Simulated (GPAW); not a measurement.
AlRu:

```xyz
2
Lattice="2.9916 0.0000 0.0000 0.0000 2.9916 0.0000 0.0000 0.0000 2.9916" Properties=species:S:1:pos:R:3 pbc="T T T"
Ru    1.4958    1.4958    1.4958
Al    0.0000    0.0000    0.0000
```

Program: GPAW 26.7.0. Alike in all runs: no spin polarisation; cell as given; k mesh 9 × 9 × 9; cutoff (eV) 600. Hardware: 1 thread of Arm Neoverse V2, with other jobs on the host.

Question: Order these runs on this cell by their wall time, lowest first.
A. task density of states; level r2SCAN+U; potentials or basis GPAW PAW data sets (gpaw-data 1.2.1), pw; U Ru d U = 3.5 eV; smearing gaussian 0.05 eV; k mesh for the DOS 13 × 13 × 13; dos width 0.05 eV
B. task single point; level LDA; potentials or basis the program's PAW data sets (release 1.2.1) made for this functional, pw; smearing gaussian 0.1 eV
C. task band structure; level PBEsol; potentials or basis PAW data sets generated in the run's folder for this functional, pw; smearing fermi-dirac 0.05 eV; band path GXMGRX,MR; band points 100

Answer: B (11 s), C (28 s), A (70 s).

Caveats: U without spin polarisation on a metal has little footing (some runs); the U is typed as a test and isn't derived for this compound (some runs).

Not every run made on this cell is shown here.
